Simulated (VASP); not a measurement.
# TaN (P6_3/mmc) in VASP: equation of state

How stiff is TaN in PBE, and what volume does it want? The cell is scaled to several volumes.

Everything below comes from runs of VASP 6.6.1. Logs are shortened: lines on timing, memory, paths and dates and some standing lists are left out, and cuts for length are marked.

## Step 1: Starting point

The structure is hexagonal, space group P6_3/mmc (No. 194). The conventional cell has a = 2.922 Å, b = 2.922 Å, c = 5.917 Å, α = 90.00°, β = 90.00°, γ = 120.00°. Around Ta (site symmetry -3m) lie 6 N at 2.24 Å. N (site symmetry -6m2) is surrounded by 6 Ta at 2.24 Å.

The cell comes from a database or a generator and needn't be the stable form of this composition.

## Step 2: Equation of state, PBE, 10.28 Å³/atom (volume scaled by 0.94)

Contents of INCAR:

```
PREC     = Accurate       # precision mode
ENCUT    = 520            # plane-wave cutoff, eV
EDIFF    = 1E-7           # SCF threshold, eV
ISMEAR   = -1             # smearing method
SIGMA    = 0.05           # smearing width, eV
LREAL    = F              # projectors in reciprocal space
LASPH    = T              # aspherical terms in the spheres
NELM     = 100            # most SCF steps
ALGO     = Normal         # electronic algorithm
ISIF     = 2              # what is computed and relaxed
LWAVE    = F              # write WAVECAR
LCHARG   = F              # write CHGCAR
GGA      = PE             # functional
NBANDS   = 24             # bands
```

Contents of KPOINTS:

```
regular mesh
0
Gamma
  10 10 5
```

Contents of POSCAR:

```
TaN
1.0
    2.8621252862      0.0000000000      0.0000000000
   -1.4310626431      2.4786732066      0.0000000000
    0.0000000000      0.0000000000      5.7957359060
Ta N
2 2
Direct
    0.0000000000      0.0000000000      0.5000000000
    0.0000000000      0.0000000000      0.0000000000
    0.3333333333      0.6666666667      0.2500000000
    0.6666666667      0.3333333333      0.7500000000
```

Potentials or basis: VASP PAW PBE potentials, release 64 (Ta_pv, N).

The run is started by

```bash
$ cat potpaw_PBE.64/Ta_pv/POTCAR potpaw_PBE.64/N/POTCAR > POTCAR
$ mpirun -np 1 vasp_std > vasp.out
```

OUTCAR:

```text
PREC = Accurate
   ENCUT = 520
   EDIFF = 1E-7
   ISMEAR = -1
   LREAL = F
   LASPH = T
   NELM = 100
   ISIF = 2
   GGA = PE

 Found     42 irreducible k-points:

 Following reciprocal coordinates:
            Coordinates               Weight
  0.000000  0.000000  0.000000      1.000000
  0.100000 -0.000000  0.000000      6.000000
  0.200000 -0.000000  0.000000      6.000000
  0.300000  0.000000  0.000000      6.000000
  0.400000 -0.000000  0.000000      6.000000
  0.500000 -0.000000  0.000000      3.000000
   k-points           NKPTS =     42   k-points in BZ     NKDIM =     42   number of bands    NBANDS=     24
   number of dos      NEDOS =    301   number of ions     NIONS =      4
   total plane-waves  NPLWV =  27648
   dimension x,y,z NGX =    24 NGY =   24 NGZ =   48
   dimension x,y,z NGXF=    48 NGYF=   48 NGZF=   96
   ions per type =               2   2
   NGX,Y,Z   is equivalent  to a cutoff of  13.94, 13.94, 13.77 a.u.
   NGXF,Y,Z  is equivalent  to a cutoff of  27.88, 27.88, 27.54 a.u.
 SYSTEM =  unknown system
   PREC   = accura    normal or accurate (medium, high low for compatibility)
   ISTART =      0    job   : 0-new  1-cont  2-samecut
   ICHARG =      2    charge: 1-file 2-atom 10-const
   ISPIN  =      1    spin polarized calculation?
   LNONCOLLINEAR =      F non collinear calculations
   LSORBIT =      F    spin-orbit coupling
   LASPH  =      T    aspherical Exc in radial PAW
   ENCUT  =  520.0 eV  38.22 Ry    6.18 a.u.   5.32  5.32 10.78*2*pi/ulx,y,z
   NELM   =    100;   NELMIN=  2; NELMDL= -5     # of ELM steps
   EDIFF  = 0.1E-06   stopping-criterion for ELM
   LREAL  =      F    real-space projection
   EDIFFG = 0.1E-05   stopping-criterion for IOM
   NSW    =      0    number of steps for IOM
   IBRION =     -1    ionic relax: 0-MD 1-quasi-New 2-CG
   NFREE  =      0    steps in history (QN), initial steepest desc. (CG)
   ISIF   =      2    stress and relaxation
   ISYM   =      2    0-nonsym 1-usesym 2-fastsym
   POTIM  = 0.5000    time-step for ionic-motion
   TEBEG  =    0.0;   TEEND  =   0.0 temperature during run
   PSTRESS=    0.0 pullay stress
   NELECT =      32.0000    total number of electrons
   NUPDOWN=      -1.0000    fix difference up-down
   EMIN   =  10.00;   EMAX   =-10.00  energy-range for DOS
   EFERMI =   0.00;   METHOD = LEGACY
   ISMEAR =    -1;   SIGMA  =   0.05  broadening in eV -4-tet -1-fermi 0-gaus
   EFERMI_NEDOS =   21; number of points for ismear=-14 and -15
   IALGO  =     38    algorithm
   IMIX   =      4    mixing-type and parameters
     AMIX     =   0.40;   BMIX     =  1.00
     AMIX_MAG =   1.60;   BMIX_MAG =  1.00
  volume/ion in A,a.u.               =      10.28        69.37
  Fermi-wavevector in a.u.,A,eV,Ry     =   1.505865  2.845672 30.852964  2.267629
  Thomas-Fermi vector in A             =   2.616658
   LORBIT       =      0    0 simple, 1 ext, 2 COOP (PROOUT), +10 PAW based schemes
   GGA     = PE    functional components
   LHFCALC =     F    Hartree Fock is set to
   AEXX    =    0.0000 exact exchange contribution
   IVDW    =     0    specifies the selected vdW correction
   LEPSILON=     F    determine dielectric tensor
   LRPA    =     F    only Hartree local field effects (RPA)
 non-spin polarized calculation
  energy-cutoff  :      520.00
  volume of cell :       41.12
 maximum number of plane-waves:      1121
 NGX is ok and might be reduce to    24
   NGX = 11   NGY = 11   NGZ = 21

 number of electron      31.9999995 magnetization

 Free energy of the ion-electron system (eV)
  ---------------------------------------------------
  ext. energy  EPLUGINS =         0.00000000
  ---------------------------------------------------
  free energy    TOTEN  =       -43.85290932 eV

  energy without entropy =      -43.84331118  energy(sigma->0) =      -43.84811025

 E-fermi :   8.7673     XC(G=0): -13.6102

 val. band max:        8.7179033740   @ k =   0.1000  -0.0000   0.0000
 cond. band min:       8.7826473062   @ k =   0.1000  -0.0000   0.2000
 fundamental gap:      0.0647439322
 Fermi energy:         8.7672527879

 k-point     1 :       0.0000    0.0000    0.0000
  band No.  band energies     occupation
      1     -26.8741      2.00000
      2     -25.9415      2.00000
      3     -25.6454      2.00000
      4     -25.6454      2.00000
      5     -25.5689      2.00000
      6     -25.5689      2.00000
      7      -9.2270      2.00000
      8      -6.5181      2.00000
      9      -0.8258      2.00000
     10       3.6662      2.00000
     11       3.6662      2.00000
     12       4.2056      2.00000
     13       5.1675      2.00000
     14       6.6868      2.00000
     15       6.6868      2.00000
     16       8.5137      1.98752
     17       8.5137      1.98752
     18       9.3501      0.00002
     19       9.3501      0.00002
     20      11.3183      0.00000
     21      12.5168      0.00000
     22      13.0527      0.00000
     23      13.0527      0.00000
     24      15.1846      0.00000

 k-point     2 :       0.1000   -0.0000    0.0000
  band No.  band energies     occupation
      1     -26.8425      2.00000
      2     -25.9232      2.00000
      3     -25.7836      2.00000
      4     -25.6945      2.00000
      5     -25.6745      2.00000
      6     -25.5960      2.00000
      7      -8.9853      2.00000
      8      -6.6153      2.00000
      9      -0.4450      2.00000
     10       3.5265      2.00000
     11       3.7382      2.00000
     12       4.4377      2.00000
     13       4.5239      2.00000
     14       5.6905      2.00000
     15       6.2788      2.00000
     16       8.7179      1.45699
     17       8.8998      0.13175
     18       9.3419      0.00002
     19       9.9162      0.00000
     20      11.4188      0.00000
     21      12.9294      0.00000
     22      13.1895      0.00000
     23      13.1999      0.00000
     24      14.8682      0.00000

 k-point     3 :       0.2000   -0.0000    0.0000
  band No.  band energies     occupation
      1     -26.7589      2.00000
      2     -26.1309      2.00000
      3     -26.0133      2.00000
      4     -25.8747      2.00000
      5     -25.7498      2.00000
      6     -25.6664      2.00000
      7      -8.3520      2.00000
      8      -6.8446      2.00000
      9       0.5081      2.00000
     10       3.1947      2.00000
     11       3.4497      2.00000
     12       3.5413      2.00000
     13       3.7691      2.00000
     14       5.2954      2.00000
     15       5.7714      2.00000
     16       8.4844      1.99304
     17       9.4057      0.00001
     18      10.0115      0.00000
     19      11.0183      0.00000
     20      11.7671      0.00000
     21      12.6277      0.00000
     22      13.7444      0.00000
     23      14.0223      0.00000
     24      15.2510      0.00000

 k-point     4 :       0.3000    0.0000    0.0000
  band No.  band energies     occupation
      1     -26.6563      2.00000
      2     -26.5326      2.00000
      3     -26.3880      2.00000
      4     -25.8414      2.00000
      5     -25.8145      2.00000
      6     -25.7520      2.00000
      7      -7.7166      2.00000
      8      -6.8874      2.00000
      9       1.1793      2.00000
     10       1.5662      2.00000
     11       3.0573      2.00000
     12       3.1528      2.00000
     13       3.5062      2.00000
     14       5.5328      2.00000
     15       5.7051      2.00000
     16       7.7177      2.00000
     17      10.2846      0.00000
     18      11.6174      0.00000
     19      12.2548      0.00000
     20      12.3700      0.00000
     21      12.5907      0.00000
     22      13.4786      0.00000
     23      15.1288      0.00000
     24      16.2707      0.00000

 k-point     5 :       0.4000   -0.0000    0.0000
  band No.  band energies     occupation
      1     -26.8486      2.00000
      2     -26.6777      2.00000
      3     -26.5632      2.00000
      4     -25.9143      2.00000
      5     -25.8203      2.00000
      6     -25.7652      2.00000
      7      -7.7129      2.00000
      8      -6.2512      2.00000
      9       0.0545      2.00000
     10       0.9176      2.00000
     11       3.0967      2.00000
     12       3.1844      2.00000
     13       4.0381      2.00000
     14       5.1129      2.00000
     15       5.8197      2.00000
     16       6.9141      2.00000
     17      11.9173      0.00000
     18      12.2041      0.00000
     19      13.4401      0.00000
     20      13.4728      0.00000
     21      13.6901      0.00000
     22      13.9276      0.00000
     23      15.9909      0.00000
     24      16.6563      0.00000

 k-point     6 :       0.5000   -0.0000    0.0000
  band No.  band energies     occupation
      1     -26.9628      2.00000
      2     -26.7855      2.00000
      3     -26.5299      2.00000
      4     -25.9419      2.00000
      5     -25.8461      2.00000
      6     -25.7462      2.00000
      7      -7.7824      2.00000
      8      -5.8573      2.00000
      9      -0.5712      2.00000
     10       0.7393      2.00000
     11       3.0558      2.00000
     12       3.2116      2.00000
     13       4.5943      2.00000
     14       4.7795      2.00000
     15       5.8717      2.00000
     16       6.4917      2.00000
     17      11.8356      0.00000
     18      13.1725      0.00000
     19      13.9952      0.00000
     20      14.4476      0.00000
     21      14.6623      0.00000
     22      14.7545      0.00000
     23      15.4230      0.00000
     24      17.0427      0.00000

 [... further k-points ...]

------------------------ aborting loop because EDIFF is reached ----------------------------------------

  FORCE on cell =-STRESS in cart. coord.  units (eV):
  Direction    XX          YY          ZZ          XY          YZ          ZX
  --------------------------------------------------------------------------------------
  -------------------------------------------------------------------------------------
  Total        5.5518557      5.5518557      6.4592306      0.0000000      0.0000000      0.0000000
  in kB      216.3377205    216.3377205    251.6951644      0.0000000      0.0000000      0.0000000
  external PRESSURE =     228.1235351 kB  Pullay stress =       0.0000000 kB

 VOLUME and BASIS-vectors are now :
 -----------------------------------------------------------------------------
  energy-cutoff  :      520.00
  volume of cell :       41.12
      direct lattice vectors                 reciprocal lattice vectors
     2.862125286  0.000000000  0.000000000     0.349390715  0.201720823  0.000000000
    -1.431062643  2.478673207  0.000000000     0.000000000  0.403441647  0.000000000
     0.000000000  0.000000000  5.795735906     0.000000000  0.000000000  0.172540643

 POSITION                                       TOTAL-FORCE (eV/Angst)
 -----------------------------------------------------------------------------------
      0.00000      0.00000      2.89787         0.000000      0.000000     -0.000000
      0.00000      0.00000      0.00000         0.000000      0.000000     -0.000000
     -0.00000      1.65245      1.44893         0.000000     -0.000000      0.000000
      1.43106      0.82622      4.34680        -0.000000      0.000000      0.000000
 -----------------------------------------------------------------------------------
    total drift:                               -0.000000      0.000000      0.000000

  FREE ENERGIE OF THE ION-ELECTRON SYSTEM (eV)
  ---------------------------------------------------
  free  energy   TOTEN  =       -43.8529093158 eV

  energy  without entropy=      -43.8433111763  energy(sigma->0) =      -43.84811025
```

Run time: 37 s. Hardware: 1 thread of Intel Xeon Platinum 8488C (Sapphire Rapids), shared host; peak memory 0.19 GiB.

Results:

| Item | Value |
| --- | --- |
| Free energy | -43.8529 eV |
| Pressure | 22.8 GPa |
| Band gap on the k mesh | none (metal or under the smearing width) |

## Step 3: Equation of state, PBE, 10.50 Å³/atom (volume scaled by 0.96)

Contents of INCAR:

```
  PREC = Accurate
  ENCUT = 520
  EDIFF = 1E-7
  ISMEAR = -1
  SIGMA = 0.05
  LREAL = F
  LASPH = T
  NELM = 80
  ALGO = Normal
  ISIF = 2
  LWAVE = F
  LCHARG = F
  GGA = PE
  NBANDS = 24
```

Contents of KPOINTS:

```
Automatic mesh
0
Gamma
  10 10 5
```

Contents of POSCAR:

```
TaN
1.0
    2.8822817621      0.0000000000      0.0000000000
   -1.4411408811      2.4961292269      0.0000000000
    0.0000000000      0.0000000000      5.8365522924
Ta N
2 2
Direct
    0.0000000000      0.0000000000      0.5000000000
    0.0000000000      0.0000000000      0.0000000000
    0.3333333333      0.6666666667      0.2500000000
    0.6666666667      0.3333333333      0.7500000000
```

Potentials or basis: VASP PAW PBE potentials, release 64 (Ta_pv, N).

The run is started by

```bash
$ cat potpaw_PBE.64/Ta_pv/POTCAR potpaw_PBE.64/N/POTCAR > POTCAR
$ mpirun -np 1 vasp_std > vasp.out
```

Run time: 40 s. Hardware: 1 thread of Intel Xeon Platinum 8488C (Sapphire Rapids), shared host; peak memory 0.19 GiB.

It converged, with:

```yaml
Free_energy: -43.9544 eV
Pressure: 14.2 GPa
Band_gap_on_the_k_mesh: none (metal or under the smearing width)
```

## Step 4: Equation of state, PBE, 10.72 Å³/atom (volume scaled by 0.98)

Contents of INCAR:

```
SYSTEM = TaN
ALGO = Normal
EDIFF = 1E-7
ENCUT = 520
GGA = PE
ISIF = 2
ISMEAR = -1
LASPH = .TRUE.
LCHARG = .FALSE.
LREAL = .FALSE.
LWAVE = .FALSE.
NBANDS = 24
NELM = 60
PREC = Accurate
SIGMA = 0.05
```

Contents of KPOINTS:

```
k-points
0
G
  10 10 5
  0 0 0
```

Contents of POSCAR:

```
TaN
1.0
    2.9021601955      0.0000000000      0.0000000000
   -1.4510800978      2.5133444552      0.0000000000
    0.0000000000      0.0000000000      5.8768056492
Ta N
2 2
Direct
    0.0000000000      0.0000000000      0.5000000000
    0.0000000000      0.0000000000      0.0000000000
    0.3333333333      0.6666666667      0.2500000000
    0.6666666667      0.3333333333      0.7500000000
```

The run is started by

```bash
$ cat potpaw_PBE.64/Ta_pv/POTCAR potpaw_PBE.64/N/POTCAR > POTCAR
$ mpirun -np 1 vasp_std > vasp.out
```

Run time: 39 s. Hardware: 1 thread of Intel Xeon Platinum 8488C (Sapphire Rapids), shared host; peak memory 0.19 GiB.

Results (log left out):

```yaml
Free_energy: -44.0114 eV
Pressure: 6.5 GPa
Band_gap_on_the_k_mesh: none (metal or under the smearing width)
```

## Step 5: Equation of state, PBE, 11.15 Å³/atom (volume scaled by 1.02)

Contents of INCAR:

```
SYSTEM = TaN
PREC = Accurate ; ENCUT = 520
EDIFF = 1E-7 ; ISMEAR = -1
SIGMA = 0.05 ; LREAL = .False.
LASPH = .True. ; NELM = 80
ALGO = Normal ; ISIF = 2
LWAVE = .False. ; LCHARG = .False.
GGA = PE ; NBANDS = 24
```

Contents of KPOINTS:

```
regular mesh
0
Gamma
  10 10 5
  0 0 0
```

Contents of POSCAR:

```
TaN
1.0
    2.9411200149      0.0000000000      0.0000000000
   -1.4705600075      2.5470846485      0.0000000000
    0.0000000000      0.0000000000      5.9556983605
Ta N
2 2
Direct
    0.0000000000      0.0000000000      0.5000000000
    0.0000000000      0.0000000000      0.0000000000
    0.3333333333      0.6666666667      0.2500000000
    0.6666666667      0.3333333333      0.7500000000
```

The run is started by

```bash
$ cat potpaw_PBE.64/Ta_pv/POTCAR potpaw_PBE.64/N/POTCAR > POTCAR
$ mpirun -np 1 vasp_std > vasp.out
```

Run time: 39 s. Hardware: 1 thread of Intel Xeon Platinum 8488C (Sapphire Rapids), shared host; peak memory 0.19 GiB.

It converged, with:

| Item | Value |
| --- | --- |
| Free energy | -44.0101 eV |
| Pressure | -6.6 GPa |
| Band gap on the k mesh | none (metal or under the smearing width) |

## Step 6: Equation of state, PBE, 11.37 Å³/atom (volume scaled by 1.04)

Contents of INCAR:

```
SYSTEM = TaN
ALGO = Normal
EDIFF = 1E-7
ENCUT = 520
GGA = PE
ISIF = 2
ISMEAR = -1
LASPH = .True.
LCHARG = .False.
LREAL = .False.
LWAVE = .False.
NBANDS = 24
NELM = 60
PREC = Accurate
SIGMA = 0.05
```

Contents of KPOINTS:

```
k-points
0
Gamma
  10 10 5
  0 0 0
```

Contents of POSCAR:

```
TaN
1.0
    2.9602187319      0.0000000000      0.0000000000
   -1.4801093660      2.5636246227      0.0000000000
    0.0000000000      0.0000000000      5.9943728101
Ta N
2 2
Direct
    0.0000000000      0.0000000000      0.5000000000
    0.0000000000      0.0000000000      0.0000000000
    0.3333333333      0.6666666667      0.2500000000
    0.6666666667      0.3333333333      0.7500000000
```

Potentials or basis: VASP PAW PBE potentials, release 64 (Ta_pv, N).

The run is started by

```bash
$ cat potpaw_PBE.64/Ta_pv/POTCAR potpaw_PBE.64/N/POTCAR > POTCAR
$ mpirun -np 1 vasp_std > vasp.out
```

Run time: 39 s. Hardware: 1 thread of Intel Xeon Platinum 8488C (Sapphire Rapids), shared host; peak memory 0.19 GiB.

Results (log left out):

```
Free energy            : -43.9595 eV
Pressure               : -12.1 GPa
Band gap on the k mesh : none (metal or under the smearing width)
```

## Step 7: Equation of state, PBE, 11.59 Å³/atom (volume scaled by 1.06)

Contents of INCAR:

```
PREC = Accurate ; ENCUT = 520
EDIFF = 1E-7 ; ISMEAR = -1
SIGMA = 0.05 ; LREAL = False
LASPH = True ; NELM = 80
ALGO = Normal ; ISIF = 2
LWAVE = False ; LCHARG = False
GGA = PE ; NBANDS = 24
```

Contents of KPOINTS:

```
regular mesh
0
Gamma
  10 10 5
```

Contents of POSCAR:

```
TaN
1.0
    2.9790741367      0.0000000000      0.0000000000
   -1.4895370684      2.5799538822      0.0000000000
    0.0000000000      0.0000000000      6.0325545581
Ta N
2 2
Direct
    0.0000000000      0.0000000000      0.5000000000
    0.0000000000      0.0000000000      0.0000000000
    0.3333333333      0.6666666667      0.2500000000
    0.6666666667      0.3333333333      0.7500000000
```

The run is started by

```bash
$ cat potpaw_PBE.64/Ta_pv/POTCAR potpaw_PBE.64/N/POTCAR > POTCAR
$ mpirun -np 1 vasp_std > vasp.out
```

It took 40 s on 1 thread of Intel Xeon Platinum 8488C (Sapphire Rapids), shared host; peak memory 0.19 GiB.

Results (log left out):

- Free energy: -43.8800 eV
- Pressure: -17.1 GPa
- Band gap on the k mesh: none (metal or under the smearing width)

## Step 8: Equation of state, PBE

This step only gathers the single runs of the series.

Results:

```yaml
Equilibrium_volume: 10.93 Å³/atom
Bulk_modulus_at_fixed_shape_and_positions: 328 GPa
Pressure_derivative_of_the_bulk_modulus: 4.4
```

Energy against volume, from the lowest point:
| volume (Å³/atom) | energy (meV/atom) |
| --- | --- |
| 10.279 | 43.93 |
| 10.498 | 18.57 |
| 10.717 | 4.30 |
| 10.935 | 0.00 |
| 11.154 | 4.63 |
| 11.373 | 17.30 |
| 11.591 | 37.17 |

Caveat: the cell was scaled at fixed shape and fractional positions, which overstates the stiffness of a crystal with free parameters, most of all of layers and chains.
